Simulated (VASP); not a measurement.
# Ga3Sb (P4/mmm) in VASP: density of states with PBE

Aim: the density of states of Ga3Sb with PBE.

Everything below comes from runs of VASP 6.6.1. Logs are shortened: lines on timing, memory, paths and dates and some standing lists are left out, and cuts for length are marked.

### 1 Starting point

It takes space group P4/mmm (No. 123, tetragonal). The conventional cell has a = 4.278 Å, b = 4.278 Å, c = 4.817 Å, α = 90.00°, β = 90.00°, γ = 90.00°. Around Ga (site symmetry mmm) lie 8 Ga at 3.02 to 3.22 Å and 4 Sb at 3.22 Å. Ga (site symmetry 4/mmm) has 4 Sb at 3.02 Å and 8 Ga at 3.22 Å as nearest neighbours. Around Sb (site symmetry 4/mmm) lie 12 Ga at 3.02 to 3.22 Å.

The cell was built by a generator and needn't be a form met in nature.

### 2 Density of states, PBE

POSCAR

```
Ga3Sb                                   
1.0
    4.2777952960      0.0000000000     -0.0000000000
    0.0000000000      4.2777952960      0.0000000000
    0.0000000000      0.0000000000      4.8168944633
  Ga              Sb            
     3     1
Direct
     0.0000000000000000    0.5000000000000000    0.5000000000000000
     0.5000000000000000    0.0000000000000000    0.5000000000000000
     0.0000000000000000    0.0000000000000000    0.0000000000000000
     0.5000000000000000    0.5000000000000000    0.0000000000000000
```

INCAR.step1

```
SYSTEM = Ga3Sb
ALGO = Normal
EDIFF = 1E-6
ENCUT = 520
GGA = PE
ISIF = 2
ISMEAR = 0
KPAR = 4
LASPH = .TRUE.
LCHARG = .TRUE.
LREAL = .FALSE.
LWAVE = .FALSE.
NBANDS = 30
NELM = 60
PREC = Accurate
SIGMA = 0.1
```

KPOINTS.step1

```
k-points
0
G
  8 8 8
  0 0 0
```

INCAR.step2

```
SYSTEM = Ga3Sb
ALGO = Normal
EDIFF = 1E-6
ENCUT = 520
GGA = PE
ICHARG = 11
ISIF = 2
ISMEAR = -5
KPAR = 4
LASPH = .TRUE.
LCHARG = .FALSE.
LORBIT = 11
LREAL = .FALSE.
LWAVE = .FALSE.
NBANDS = 30
NEDOS = 2001
NELM = 60
PREC = Accurate
SIGMA = 0.1
```

KPOINTS.step2

```
k-points
0
G
  12 12 12
  0 0 0
```

Potentials or basis: VASP PAW PBE potentials, release 64 (Ga_d, Sb).

On the command line:

```sh
$ cat potpaw_PBE.64/Ga_d/POTCAR potpaw_PBE.64/Sb/POTCAR > POTCAR
$ cp INCAR.step1 INCAR
$ cp KPOINTS.step1 KPOINTS
$ mpirun -np 4 vasp_std > vasp.out
$ cp INCAR.step2 INCAR
$ cp KPOINTS.step2 KPOINTS
$ mpirun -np 4 vasp_std > vasp.out
```

OUTCAR:

```text
SYSTEM = Ga3Sb
   EDIFF = 1E-6
   ENCUT = 520
   GGA = PE
   ICHARG = 11
   ISIF = 2
   ISMEAR = -5
   LASPH = .TRUE.
   LORBIT = 11
   LREAL = .FALSE.
   NELM = 60
   PREC = Accurate

 ion  position               nearest neighbor table
   1  0.000  0.500  0.500-   4 3.22   4 3.22   4 3.22   4 3.22
   2  0.500  0.000  0.500-   4 3.22   4 3.22   4 3.22   4 3.22
   3  0.000  0.000  0.000-   4 3.02   4 3.02   4 3.02   4 3.02
   4  0.500  0.500  0.000-   3 3.02   3 3.02   3 3.02   3 3.02   2 3.22   2 3.22   2 3.22   2 3.22
                             1 3.22   1 3.22   1 3.22   1 3.22

  LATTYP: Found a simple tetragonal cell.
 ALAT       =     4.2777952960
 C/A-ratio  =     1.1260226659

  Lattice vectors:

 A1 = (   4.2777952960,   0.0000000000,   0.0000000000)
 A2 = (   0.0000000000,   4.2777952960,   0.0000000000)
 A3 = (   0.0000000000,   0.0000000000,   4.8168944633)

Analysis of symmetry for initial positions (statically):
=====================================================================
 Subroutine PRICEL returns:
 Original cell was already a primitive cell.

 Routine SETGRP: Setting up the symmetry group for a
 simple tetragonal supercell.

 Subroutine GETGRP returns: Found 16 space group operations
 (whereof 16 operations were pure point group operations)
 out of a pool of 16 trial point group operations.

The static configuration has the point symmetry D_4h.

Analysis of symmetry for dynamics (positions and initial velocities):
=====================================================================
 Subroutine PRICEL returns:
 Original cell was already a primitive cell.

 Routine SETGRP: Setting up the symmetry group for a
 simple tetragonal supercell.

 Subroutine GETGRP returns: Found 16 space group operations
 (whereof 16 operations were pure point group operations)
 out of a pool of 16 trial point group operations.

The dynamic configuration has the point symmetry D_4h.

 Subroutine INISYM returns: Found 16 space group operations
 (whereof 16 operations are pure point group operations),
 and found     1 'primitive' translations

----------------------------------------------------------------------------------------

                                     Primitive cell

  volume of cell :      88.1469

  direct lattice vectors                    reciprocal lattice vectors
     4.277795296  0.000000000  0.000000000     0.233765276  0.000000000  0.000000000
     0.000000000  4.277795296  0.000000000     0.000000000  0.233765276  0.000000000
     0.000000000  0.000000000  4.816894463     0.000000000  0.000000000  0.207602639

  length of vectors
     4.277795296  4.277795296  4.816894463     0.233765276  0.233765276  0.207602639

  position of ions in fractional coordinates (direct lattice)
     0.000000000  0.500000000  0.500000000
     0.500000000  0.000000000  0.500000000
     0.000000000  0.000000000  0.000000000
     0.500000000  0.500000000  0.000000000

  ion indices of the primitive-cell ions
   primitive index   ion index
                 1           1
                 2           2
                 3           3
                 4           4

----------------------------------------------------------------------------------------

 KPOINTS: k-points

Automatic generation of k-mesh.
 Grid dimensions read from file:
 generate k-points for:   12   12   12

 Generating k-lattice:

  Cartesian coordinates                     Fractional coordinates (reciprocal lattice)
     0.019480440  0.000000000  0.000000000     0.083333333  0.000000000  0.000000000
     0.000000000  0.019480440  0.000000000     0.000000000  0.083333333  0.000000000
     0.000000000  0.000000000  0.017300220     0.000000000  0.000000000  0.083333333

  Length of vectors
     0.019480440  0.019480440  0.017300220

  Shift w.r.t. Gamma in fractional coordinates (k-lattice)
     0.000000000  0.000000000  0.000000000

 TETIRR: Found   2592 inequivalent tetrahedra from    10368

 Subroutine IBZKPT returns following result:
 ===========================================

 Found    196 irreducible k-points:

 Following reciprocal coordinates:
            Coordinates               Weight
  0.000000  0.000000  0.000000      1.000000
  0.083333  0.000000  0.000000      4.000000
  0.166667  0.000000  0.000000      4.000000
  0.250000  0.000000  0.000000      4.000000
  0.333333  0.000000  0.000000      4.000000
  0.416667  0.000000  0.000000      4.000000
[... 16 lines left out ...]
  0.333333  0.333333  0.000000      4.000000
  0.416667  0.333333  0.000000      8.000000
 [... further k-points ...]
   k-points           NKPTS =    196   k-points in BZ     NKDIM =    196   number of bands    NBANDS=     30
   number of dos      NEDOS =   2001   number of ions     NIONS =      4
   total plane-waves  NPLWV =  36864
   dimension x,y,z NGX =    32 NGY =   32 NGZ =   36
   dimension x,y,z NGXF=    64 NGYF=   64 NGZF=   72
   ions per type =               3   1
   NGX,Y,Z   is equivalent  to a cutoff of  12.44, 12.44, 12.42 a.u.
   NGXF,Y,Z  is equivalent  to a cutoff of  24.87, 24.87, 24.85 a.u.
 SYSTEM =  Ga3Sb
   PREC   = accura    normal or accurate (medium, high low for compatibility)
   ISTART =      0    job   : 0-new  1-cont  2-samecut
   ICHARG =     11    charge: 1-file 2-atom 10-const
   ISPIN  =      1    spin polarized calculation?
   LNONCOLLINEAR =      F non collinear calculations
   LSORBIT =      F    spin-orbit coupling
   LASPH  =      T    aspherical Exc in radial PAW
   ENCUT  =  520.0 eV  38.22 Ry    6.18 a.u.   7.95  7.95  8.96*2*pi/ulx,y,z
   NELM   =     60;   NELMIN=  2; NELMDL=  0     # of ELM steps
   EDIFF  = 0.1E-05   stopping-criterion for ELM
   LREAL  =      F    real-space projection
   EDIFFG = 0.1E-04   stopping-criterion for IOM
   NSW    =      0    number of steps for IOM
   IBRION =     -1    ionic relax: 0-MD 1-quasi-New 2-CG
   NFREE  =      0    steps in history (QN), initial steepest desc. (CG)
   ISIF   =      2    stress and relaxation
   ISYM   =      2    0-nonsym 1-usesym 2-fastsym
   POTIM  = 0.5000    time-step for ionic-motion
   TEBEG  =    0.0;   TEEND  =   0.0 temperature during run
   PSTRESS=    0.0 pullay stress
   NELECT =      44.0000    total number of electrons
   NUPDOWN=      -1.0000    fix difference up-down
   EMIN   =  10.00;   EMAX   =-10.00  energy-range for DOS
   EFERMI =   0.00;   METHOD = LEGACY
   ISMEAR =    -5;   SIGMA  =   0.10  broadening in eV -4-tet -1-fermi 0-gaus
   EFERMI_NEDOS =   21; number of points for ismear=-14 and -15
   IALGO  =     38    algorithm
   IMIX   =      4    mixing-type and parameters
     AMIX     =   0.40;   BMIX     =  1.00
     AMIX_MAG =   1.60;   BMIX_MAG =  1.00
  volume/ion in A,a.u.               =      22.04       148.71
  Fermi-wavevector in a.u.,A,eV,Ry     =   1.298644  2.454081 22.945892  1.686475
  Thomas-Fermi vector in A             =   2.429959
   LORBIT       =     11    0 simple, 1 ext, 2 COOP (PROOUT), +10 PAW based schemes
   GGA     = PE    functional components
   LHFCALC =     F    Hartree Fock is set to
   AEXX    =    0.0000 exact exchange contribution
   IVDW    =     0    specifies the selected vdW correction
   LEPSILON=     F    determine dielectric tensor
   LRPA    =     F    only Hartree local field effects (RPA)
 non-spin polarized calculation
 Fermi weights with tetrahedron method with Bloechl corrections
  energy-cutoff  :      520.00
  volume of cell :       88.15
 maximum number of plane-waves:      2400
 NGX is ok and might be reduce to    32

 number of electron      44.0000000 magnetization

 Free energy of the ion-electron system (eV)
  ---------------------------------------------------
  ext. energy  EPLUGINS =         0.00000000
  ---------------------------------------------------
  free energy    TOTEN  =       -12.58222474 eV

  energy without entropy =      -12.58222474  energy(sigma->0) =      -12.58222474

 E-fermi :   5.9376     XC(G=0): -10.4958

 val. band max:        6.0841568089   @ k =   0.5000   0.1667   0.2500
 cond. band min:       5.7988338664   @ k =   0.3333   0.2500   0.1667
 fundamental gap:     -0.2853229425
 Fermi energy:         5.9375651662

 k-point     1 :       0.0000    0.0000    0.0000
  band No.  band energies     occupation
      1      -8.9611      2.00000
      2      -8.9596      2.00000
      3      -8.9387      2.00000
      4      -8.9387      2.00000
      5      -8.8880      2.00000
      6      -8.8815      2.00000
[... 22 lines left out ...]
     29      12.0281      0.00000
     30      12.4245      0.00000

 k-point     2 :       0.0833    0.0000    0.0000
  band No.  band energies     occupation
      1      -8.9567      2.00000
      2      -8.9561      2.00000
      3      -8.9378      2.00000
      4      -8.9361      2.00000
      5      -8.8854      2.00000
      6      -8.8804      2.00000
[... 22 lines left out ...]
     29      12.2181      0.00000
     30      12.7167      0.00000

 k-point     3 :       0.1667    0.0000    0.0000
  band No.  band energies     occupation
      1      -8.9461      2.00000
      2      -8.9439      2.00000
      3      -8.9351      2.00000
      4      -8.9285      2.00000
      5      -8.8807      2.00000
      6      -8.8745      2.00000
[... 22 lines left out ...]
     29      12.4917      0.00000
     30      12.8437      0.00000

 k-point     4 :       0.2500    0.0000    0.0000
  band No.  band energies     occupation
      1      -8.9315      2.00000
      2      -8.9314      2.00000
      3      -8.9238      2.00000
      4      -8.9163      2.00000
      5      -8.8771      2.00000
      6      -8.8617      2.00000
[... 616 lines left out ...]
     29      10.6631      0.00000
     30      13.8120      0.00000

 k-point    23 :       0.3333    0.3333    0.0000
  band No.  band energies     occupation
      1      -8.9119      2.00000
      2      -8.9047      2.00000
      3      -8.8799      2.00000
      4      -8.8780      2.00000
      5      -8.8744      2.00000
      6      -8.8661      2.00000
[... 22 lines left out ...]
     29      11.4642      0.00000
     30      12.5084      0.00000

 k-point    24 :       0.4167    0.3333    0.0000
  band No.  band energies     occupation
      1      -8.9041      2.00000
      2      -8.8962      2.00000
      3      -8.8826      2.00000
      4      -8.8739      2.00000
      5      -8.8737      2.00000
      6      -8.8676      2.00000
[... 22 lines left out ...]
     29      12.4217      0.00000
     30      12.8976      0.00000

 [... further k-points ...]
[... 5 lines left out ...]
  --------------------------------------------------------------------------------------
  -------------------------------------------------------------------------------------
  Total        0.3257599      0.3257599     -0.2768825      0.0000000      0.0000000      0.0000000
  in kB        5.9210827      5.9210827     -5.0326766      0.0000000      0.0000000      0.0000000
  external PRESSURE =       2.2698296 kB  Pullay stress =       0.0000000 kB

 VOLUME and BASIS-vectors are now :
 -----------------------------------------------------------------------------
  energy-cutoff  :      520.00
  volume of cell :       88.15
      direct lattice vectors                 reciprocal lattice vectors
     4.277795296  0.000000000  0.000000000     0.233765276  0.000000000  0.000000000
     0.000000000  4.277795296  0.000000000     0.000000000  0.233765276  0.000000000
     0.000000000  0.000000000  4.816894463     0.000000000  0.000000000  0.207602639

 POSITION                                       TOTAL-FORCE (eV/Angst)
 -----------------------------------------------------------------------------------
      0.00000      2.13890      2.40845         0.000000      0.000000      0.000000
      2.13890      0.00000      2.40845         0.000000      0.000000      0.000000
      0.00000      0.00000      0.00000         0.000000      0.000000      0.000000
      2.13890      2.13890      0.00000         0.000000      0.000000      0.000000
 -----------------------------------------------------------------------------------
    total drift:                                0.000000      0.000000     -0.000000

  FREE ENERGIE OF THE ION-ELECTRON SYSTEM (eV)
  ---------------------------------------------------
  free  energy   TOTEN  =       -12.5822247420 eV

  energy  without entropy=      -12.5822247420  energy(sigma->0) =      -12.58222474

 total charge

# of ion       s       p       d       tot
------------------------------------------
    1        1.085   0.437   9.948  11.470
    2        1.085   0.437   9.948  11.470
    3        1.062   0.473   9.952  11.486
    4        1.218   1.126   0.037   2.381
--------------------------------------------------
tot          4.450   2.473  29.885  36.808
```

Wall time 83 s (4 MPI ranks of Intel Xeon 6975P-C (Granite Rapids), shared host); peak memory 0.5 GiB.

Results:

| Quantity | Value |
| --- | --- |
| Valence electrons inside the program's atomic spheres | Ga 11.47, 11.49; Sb 2.38 |

States per cell in windows of 1 eV (zero at the Fermi level; states under -8 eV left out):
```tsv
from (eV)	total	Sb4_p	Ga3_p	Ga1_p	Ga2_p	Ga1_s	Ga2_s
-8.0	1.09	0.05	0.01	0.01	0.01	0.13	0.13
-7.0	1.12	0.06	0.01	0.02	0.02	0.12	0.12
-6.0	1.55	0.08	0.03	0.02	0.02	0.20	0.20
-5.0	1.35	0.06	0.03	0.03	0.03	0.17	0.17
-4.0	1.21	0.11	0.05	0.05	0.05	0.11	0.11
-3.0	1.70	0.23	0.09	0.09	0.09	0.08	0.08
-2.0	1.99	0.28	0.12	0.10	0.10	0.10	0.10
-1.0	1.73	0.24	0.10	0.09	0.09	0.09	0.09
0.0	1.75	0.20	0.12	0.13	0.13	0.06	0.06
1.0	1.92	0.16	0.15	0.19	0.19	0.05	0.05
2.0	2.32	0.20	0.23	0.22	0.22	0.05	0.05
3.0	2.45	0.22	0.24	0.27	0.27	0.04	0.04
4.0	2.52	0.25	0.28	0.30	0.30	0.03	0.03
5.0	2.15	0.19	0.30	0.26	0.26	0.02	0.02
6.0	1.88	0.12	0.33	0.22	0.22	0.03	0.03
7.0	0.90	0.07	0.15	0.09	0.09	0.01	0.01
```

Caveat: tetrahedron occupations give inexact forces and stress in metals.
